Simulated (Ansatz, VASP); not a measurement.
## PtS2 in VASP and in Ansatz

```
Pt S
1.0
     3.54320    0.00000    0.00000
    -1.77160    3.06850    0.00000
     0.00000    0.00000    5.03880
Pt S
1 2
Direct
  0.00000 0.00000 0.00000
  0.66667 0.33333 0.77300
  0.33333 0.66667 0.22700
```

Alike in both runs: functional PBEsol; k mesh 9 × 9 × 5; occupations gaussian, width 0.02 eV; no spin polarisation.

|  | VASP | Ansatz |
| --- | --- | --- |
| version | VASP 6.6.1 | Ansatz 0.2.0 |
| potentials or method | VASP PAW PBE potentials, release 64 (Pt, S) | Ansatz PAW |
| plane-wave cutoff (eV) | 520 | 420 |
| valence electrons in the cell | 22 | 30 |
| task | electron localisation function | single point |

|  | VASP | Ansatz | Ansatz less VASP |
| --- | --- | --- | --- |
| gap on the k mesh at the Fermi level (eV) | 0.96 | 0.95 | -0.016 |
| least direct gap on the mesh (eV) | 1.00 | 0.99 | -0.010 |
| pressure (GPa) | 6.1 | 6.4 | +0.31 |
| largest component of the traceless stress (GPa) | 0.40 | 0.54 | +0.147 |
| rms of the force components (eV/Å) | 0.438 | 0.449 | +0.0103 |

Atom by atom the forces differ by 0.010 eV/Å (rms over components). The functional is the same, so the differences come from potentials, cutoffs and numerics. The two sets of potentials don't hold the same shells in valence.

Caveats: spin-orbit coupling is left out, which moves the levels of the heavy elements; the PAW data sets were made with another functional, which shifts forces and pressure a little (VASP); an odd mesh through Γ misses points on the zone boundary, where band edges often lie (VASP); odd divisions of the mesh miss points on the zone boundary, where band edges often lie, so the gap on the mesh can be too wide (Ansatz); the PAW data sets come from PBE, with cores solved anew for the run's functional, which leaves a small shift of forces and pressure (Ansatz). As with any semilocal functional, this PBEsol gap is likely too small.
